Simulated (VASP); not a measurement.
# Na in VASP: work function with PBE

Aim: the work function of Na with PBE.

Everything below comes from runs of VASP 6.6.1. Logs are shortened: lines on timing, memory, paths and dates and some standing lists are left out, and cuts for length are marked.

**1. The undisturbed crystal**

The cell holds a slab with vacuum, 4 atoms: a = 3.668 Å, b = 3.668 Å, c = 23.984 Å, α = 90.00°, β = 90.00°, γ = 109.47°.

The slab is cut from a database's or a generator's crystal, which needn't be the stable form of the element.

**2. Work function, PBE (the (1 1 0) slab of Na, cut from the database cell, not relaxed)**

INCAR

```
SYSTEM = Na
ALGO = Normal ; DIPOL = 0.5 0.5 0.500
EDIFF = 1E-6 ; ENCUT = 520
GGA = PE ; IDIPOL = 3
ISIF = 2 ; ISMEAR = 0
LASPH = .TRUE. ; LCHARG = .TRUE.
LDIPOL = .TRUE. ; LELF = .TRUE.
LREAL = .FALSE. ; LVACPOTAV = .TRUE.
LVHAR = .TRUE. ; LWAVE = .FALSE.
NELM = 100 ; PREC = Accurate
SIGMA = 0.05
```

KPOINTS

```
k-points
0
G
  8 8 1
  0 0 0
```

POSCAR

```
Na
1.0
    3.6676175850      0.0000000000      0.0000000000
   -1.2225391950      3.4578630202      0.0000000000
    0.0000000000      0.0000000000     23.9837916550
Na
4
Direct
    0.5000000000      0.5000000000      0.3127111888
    0.0000000000      0.0000000000      0.4375703963
    0.5000000000      0.5000000000      0.5624296037
    0.0000000000      0.0000000000      0.6872888112
```

Potentials or basis: VASP PAW PBE potentials, release 64 (Na_pv).

On the command line:

```bash
$ cat potpaw_PBE.64/Na_pv/POTCAR > POTCAR
$ mpirun -np 1 vasp_std > vasp.out
```

OUTCAR:

```text
SYSTEM = Na
   EDIFF = 1E-6
   ENCUT = 520
   GGA = PE
   ISIF = 2
   ISMEAR = 0
   LASPH = .TRUE.
   LREAL = .FALSE.
   NELM = 100
   PREC = Accurate

 ion  position               nearest neighbor table
   1  0.500  0.500  0.313-
   2  0.000  0.000  0.438-
   3  0.500  0.500  0.562-
   4  0.000  0.000  0.687-

  LATTYP: Found a base centered orthorhombic cell.
 ALAT       =     4.2350000000
 B/A-ratio  =     1.4142135624
 C/A-ratio  =     5.6632329764

  Lattice vectors:

 A1 = (   3.6676175850,   0.0000000000,   0.0000000000)
 A2 = (  -1.2225391950,   3.4578630202,   0.0000000000)
 A3 = (   0.0000000000,   0.0000000000,  23.9837916550)

Analysis of symmetry for initial positions (statically):
=====================================================================
 Subroutine PRICEL returns:
 Original cell was already a primitive cell.

 Routine SETGRP: Setting up the symmetry group for a
 base centered orthorhombic supercell.

 Subroutine GETGRP returns: Found  8 space group operations
 (whereof  4 operations were pure point group operations)
 out of a pool of  8 trial point group operations.

The static configuration has the point symmetry C_2v.
 The point group associated with its full space group is D_2h.

Analysis of symmetry for dynamics (positions and initial velocities):
=====================================================================
 Subroutine PRICEL returns:
 Original cell was already a primitive cell.

 Routine SETGRP: Setting up the symmetry group for a
 base centered orthorhombic supercell.

 Subroutine GETGRP returns: Found  8 space group operations
 (whereof  4 operations were pure point group operations)
 out of a pool of  8 trial point group operations.

The dynamic configuration has the point symmetry C_2v.
 The point group associated with its full space group is D_2h.

 Subroutine INISYM returns: Found  8 space group operations
 (whereof  4 operations are pure point group operations),
 and found     1 'primitive' translations

----------------------------------------------------------------------------------------

                                     Primitive cell

  volume of cell :     304.1653

  direct lattice vectors                    reciprocal lattice vectors
     3.667617585  0.000000000  0.000000000     0.272656562  0.096398652  0.000000000
    -1.222539195  3.457863020  0.000000000     0.000000000  0.289195955  0.000000000
     0.000000000  0.000000000 23.983791655     0.000000000  0.000000000  0.041694825

  length of vectors
     3.667617585  3.667617585 23.983791655     0.289195955  0.289195955  0.041694825

  position of ions in fractional coordinates (direct lattice)
     0.500000000  0.500000000  0.312711189
     0.000000000  0.000000000  0.437570396
     0.500000000  0.500000000  0.562429604
     0.000000000  0.000000000  0.687288811

  ion indices of the primitive-cell ions
   primitive index   ion index
                 1           1
                 2           2
                 3           3
                 4           4

----------------------------------------------------------------------------------------

 KPOINTS: k-points

Automatic generation of k-mesh.
 Grid dimensions read from file:
 generate k-points for:    8    8    1

 Generating k-lattice:

  Cartesian coordinates                     Fractional coordinates (reciprocal lattice)
     0.034082070  0.012049831  0.000000000     0.125000000  0.000000000  0.000000000
     0.000000000  0.036149494  0.000000000     0.000000000  0.125000000  0.000000000
     0.000000000  0.000000000  0.041694825     0.000000000  0.000000000  1.000000000

  Length of vectors
     0.036149494  0.036149494  0.041694825

  Shift w.r.t. Gamma in fractional coordinates (k-lattice)
     0.000000000  0.000000000  0.000000000

 Subroutine IBZKPT returns following result:
 ===========================================

 Found     21 irreducible k-points:

 Following reciprocal coordinates:
            Coordinates               Weight
  0.000000  0.000000  0.000000      1.000000
  0.125000  0.000000  0.000000      4.000000
  0.250000  0.000000  0.000000      4.000000
  0.375000  0.000000  0.000000      4.000000
  0.500000  0.000000  0.000000      2.000000
  0.125000  0.125000  0.000000      2.000000
[... 13 lines left out ...]
 -0.375000  0.375000  0.000000      2.000000
  0.500000  0.500000  0.000000      1.000000
   k-points           NKPTS =     21   k-points in BZ     NKDIM =     21   number of bands    NBANDS=     18
   number of dos      NEDOS =    301   number of ions     NIONS =      4
   total plane-waves  NPLWV = 141120
   dimension x,y,z NGX =    28 NGY =   28 NGZ =  180
   dimension x,y,z NGXF=    56 NGYF=   56 NGZF=  360
   ions per type =               4
   NGX,Y,Z   is equivalent  to a cutoff of  12.69, 12.69, 12.48 a.u.
   NGXF,Y,Z  is equivalent  to a cutoff of  25.38, 25.38, 24.95 a.u.
 SYSTEM =  Na
   PREC   = accura    normal or accurate (medium, high low for compatibility)
   ISTART =      0    job   : 0-new  1-cont  2-samecut
   ICHARG =      2    charge: 1-file 2-atom 10-const
   ISPIN  =      1    spin polarized calculation?
   LNONCOLLINEAR =      F non collinear calculations
   LSORBIT =      F    spin-orbit coupling
   LASPH  =      T    aspherical Exc in radial PAW
   ENCUT  =  520.0 eV  38.22 Ry    6.18 a.u.   6.82  6.82 44.59*2*pi/ulx,y,z
   NELM   =    100;   NELMIN=  2; NELMDL= -5     # of ELM steps
   EDIFF  = 0.1E-05   stopping-criterion for ELM
   LREAL  =      F    real-space projection
   EDIFFG = 0.1E-04   stopping-criterion for IOM
   NSW    =      0    number of steps for IOM
   IBRION =     -1    ionic relax: 0-MD 1-quasi-New 2-CG
   NFREE  =      0    steps in history (QN), initial steepest desc. (CG)
   ISIF   =      2    stress and relaxation
   ISYM   =      2    0-nonsym 1-usesym 2-fastsym
   POTIM  = 0.5000    time-step for ionic-motion
   TEBEG  =    0.0;   TEEND  =   0.0 temperature during run
   PSTRESS=    0.0 pullay stress
   NELECT =      28.0000    total number of electrons
   NUPDOWN=      -1.0000    fix difference up-down
   EMIN   =  10.00;   EMAX   =-10.00  energy-range for DOS
   EFERMI =   0.00;   METHOD = LEGACY
   ISMEAR =     0;   SIGMA  =   0.05  broadening in eV -4-tet -1-fermi 0-gaus
   EFERMI_NEDOS =   21; number of points for ismear=-14 and -15
   IALGO  =     38    algorithm
   IMIX   =      4    mixing-type and parameters
     AMIX     =   0.40;   BMIX     =  1.00
     AMIX_MAG =   1.60;   BMIX_MAG =  1.00
  volume/ion in A,a.u.               =      76.04       513.15
  Fermi-wavevector in a.u.,A,eV,Ry     =   0.739193  1.396871  7.434301  0.546406
  Thomas-Fermi vector in A             =   1.833296
   LORBIT       =      0    0 simple, 1 ext, 2 COOP (PROOUT), +10 PAW based schemes
   GGA     = PE    functional components
   LHFCALC =     F    Hartree Fock is set to
   AEXX    =    0.0000 exact exchange contribution
   IVDW    =     0    specifies the selected vdW correction
   LEPSILON=     F    determine dielectric tensor
   LRPA    =     F    only Hartree local field effects (RPA)
 non-spin polarized calculation
 Gauss-broadening in eV      SIGMA  =   0.05
  energy-cutoff  :      520.00
  volume of cell :      304.17
 maximum number of plane-waves:      8218
   NGX = 13   NGY = 13   NGZ = 89

 dipolmoment           0.000000      0.000000      0.000000 electrons x Angstroem

 number of electron      28.0000006 magnetization

 dipolmoment           0.000000      0.000000     -0.000000 electrons x Angstroem

 Free energy of the ion-electron system (eV)
  ---------------------------------------------------
  ext. energy  EPLUGINS =         0.00000000
  ---------------------------------------------------
  free energy    TOTEN  =        -4.90033171 eV

  energy without entropy =       -4.89937088  energy(sigma->0) =       -4.89985129

 E-fermi :  -1.2082     XC(G=0):  -3.8290

 val. band max:       -1.2655027601   @ k =  -0.3750   0.1250   0.0000
 cond. band min:      -1.1503079289   @ k =   0.5000   0.0000   0.0000
 fundamental gap:      0.1151948312
 Fermi energy:        -1.2082147357

 k-point     1 :       0.0000    0.0000    0.0000
  band No.  band energies     occupation
      1     -26.3981      2.00000
      2     -26.3981      2.00000
      3     -26.3702      2.00000
      4     -26.3702      2.00000
      5     -26.3692      2.00000
      6     -26.3692      2.00000
[... 10 lines left out ...]
     17      -0.5266      0.00000
     18       0.8305      0.00000

 k-point     2 :       0.1250    0.0000    0.0000
  band No.  band energies     occupation
      1     -26.3977      2.00000
      2     -26.3977      2.00000
      3     -26.3732      2.00000
      4     -26.3732      2.00000
      5     -26.3698      2.00000
      6     -26.3698      2.00000
[... 10 lines left out ...]
     17      -0.3405      0.00000
     18       1.0223      0.00000

 k-point     3 :       0.2500    0.0000    0.0000
  band No.  band energies     occupation
      1     -26.3967      2.00000
      2     -26.3967      2.00000
      3     -26.3816      2.00000
      4     -26.3816      2.00000
      5     -26.3701      2.00000
      6     -26.3701      2.00000
[... 10 lines left out ...]
     17       0.2183      0.00000
     18       1.5560      0.00000

 k-point     4 :       0.3750    0.0000    0.0000
  band No.  band energies     occupation
      1     -26.3958      2.00000
      2     -26.3958      2.00000
      3     -26.3899      2.00000
      4     -26.3899      2.00000
      5     -26.3703      2.00000
      6     -26.3703      2.00000
[... 312 lines left out ...]
      4     -26.3939      2.00000
      5     -26.3816      2.00000
      6     -26.3816      2.00000
[... 10 lines left out ...]
     17       1.5084      0.00000
     18       1.6259      0.00000

 k-point    20 :      -0.3750    0.3750    0.0000
  band No.  band energies     occupation
      1     -26.3943      2.00000
      2     -26.3943      2.00000
      3     -26.3931      2.00000
      4     -26.3931      2.00000
      5     -26.3803      2.00000
      6     -26.3803      2.00000
[... 10 lines left out ...]
     17       1.7123      0.00000
     18       2.1617      0.00000

 k-point    21 :       0.5000    0.5000    0.0000
  band No.  band energies     occupation
      1     -26.3972      2.00000
      2     -26.3972      2.00000
      3     -26.3936      2.00000
      4     -26.3936      2.00000
      5     -26.3820      2.00000
      6     -26.3820      2.00000
[... 10 lines left out ...]
     17       1.0048      0.00000
     18       1.5572      0.00000

------------------------ aborting loop because EDIFF is reached ----------------------------------------

  FORCE on cell =-STRESS in cart. coord.  units (eV):
  Direction    XX          YY          ZZ          XY          YZ          ZX
  --------------------------------------------------------------------------------------
  -------------------------------------------------------------------------------------
  Total       -0.3200633     -0.4421275     -0.2237469     -0.1726249      0.0000000      0.0000000
  in kB       -1.6859194     -2.3288873     -1.1785767     -0.9092939      0.0000000      0.0000000
  external PRESSURE =      -1.7311278 kB  Pullay stress =       0.0000000 kB

 VOLUME and BASIS-vectors are now :
 -----------------------------------------------------------------------------
  energy-cutoff  :      520.00
  volume of cell :      304.17
      direct lattice vectors                 reciprocal lattice vectors
     3.667617585  0.000000000  0.000000000     0.272656562  0.096398652  0.000000000
    -1.222539195  3.457863020  0.000000000     0.000000000  0.289195955  0.000000000
     0.000000000  0.000000000 23.983791655     0.000000000  0.000000000  0.041694825

 POSITION                                       TOTAL-FORCE (eV/Angst)
 -----------------------------------------------------------------------------------
      1.22254      1.72893      7.50000         0.000000      0.000000      0.030034
      0.00000      0.00000     10.49460        -0.000000      0.000000     -0.018325
      1.22254      1.72893     13.48919        -0.000000      0.000000      0.018325
      0.00000      0.00000     16.48379        -0.000000      0.000000     -0.030034
 -----------------------------------------------------------------------------------
    total drift:                               -0.000000      0.000000     -0.000000

  FREE ENERGIE OF THE ION-ELECTRON SYSTEM (eV)
  ---------------------------------------------------
  free  energy   TOTEN  =        -4.9003317058 eV

  energy  without entropy=       -4.8993708785  energy(sigma->0) =       -4.89985129

 vacuum level on the upper side and lower side of the slab         1.650         1.650
```

Wall time 2.1 min (1 thread of Intel Xeon Platinum 8559C (Emerald Rapids), shared host); peak memory 0.38 GiB.

What came out:

- Free energy: -4.9003 eV
- Largest force: 0.030 eV/Å
- Band gap on the k mesh: none (metal or under the smearing width)
- Work function of the upper face: 2.86 eV
- Work function of the lower face: 2.86 eV

Forces on the atoms (eV/Å):
```
Na   0.000  0.000  0.030
Na   0.000  0.000 -0.018
Na   0.000  0.000  0.018
Na   0.000  0.000 -0.030
```

Levels at points of the mesh, in eV from the Fermi level:
```csv
k point,band 10,band 11,band 12,band 13,band 14,band 15,band 16,band 17,band 18
"(0.00, 0.00, 0.00)",-24.98,-24.97,-24.97,-3.09,-2.53,-1.62,-0.42,0.68,2.04
"(0.50, 0.00, 0.00)",-24.98,-24.98,-24.98,0.06,0.06,0.57,0.57,1.55,1.55
"(0.50, 0.50, 0.00)",-24.99,-24.99,-24.98,0.87,1.34,1.37,1.89,2.21,2.77
```
